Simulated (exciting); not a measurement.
Here is an exciting (release sodium) calculation.

Contents of input.xml:

```xml
<input>
  <title>Au</title>
  <structure speciespath="./" tshift="false">
    <crystal scale="1">
      <basevect>0.000000000000 3.845592663613 3.845592663613</basevect>
      <basevect>3.845592663613 0.000000000000 3.845592663613</basevect>
      <basevect>3.845592663613 3.845592663613 0.000000000000</basevect>
    </crystal>
    <species speciesfile="Au.xml" rmt="2.3">
      <atom coord="0.000000000000 0.000000000000 0.000000000000"/>
    </species>
  </structure>
  <groundstate do="fromscratch" ngridk="8 8 8" rgkmax="9" gmaxvr="14" lmaxapw="10" lmaxmat="10" lmaxvr="8" xctype="GGA_PBE_SOL" stype="Fermi Dirac" swidth="0.00183747" nempty="20" ValenceRelativity="iora*" epsengy="1e-05" epspot="1e-05" maxscl="60" outputlevel="normal">
    <spin spinorb="true"/>
  </groundstate>
  <properties>
    <bandstructure>
      <plot1d>
        <path steps="80">
          <point coord="0 0 0" label="G"/>
          <point coord="0.5 0 0.5" label="X"/>
          <point coord="0.5 0.25 0.75" label="W"/>
          <point coord="0.375 0.375 0.75" label="K"/>
          <point coord="0 0 0" label="G"/>
          <point coord="0.5 0.5 0.5" label="L"/>
          <point coord="0.625 0.25 0.625" label="U"/>
          <point coord="0.5 0.25 0.75" label="W"/>
          <point coord="0.5 0.5 0.5" label="L"/>
          <point coord="0.375 0.375 0.75" label="K" breakafter="true"/>
          <point coord="0.625 0.25 0.625" label="U"/>
          <point coord="0.5 0 0.5" label="X"/>
        </path>
      </plot1d>
    </bandstructure>
    <dos nwdos="300" winddos="-0.6 0.5" inttype="tetra" ngrdos="100" nsmdos="2"/>
  </properties>
</input>
```

Potentials or basis: all-electron LAPW+lo, shipped species files, valence relativity iora*.

Launch:

```bash
$ OMP_NUM_THREADS=1 exciting_smp
```

(1) Predict the band gap on the k mesh.

Answers

(1) none (metal or under the smearing width).
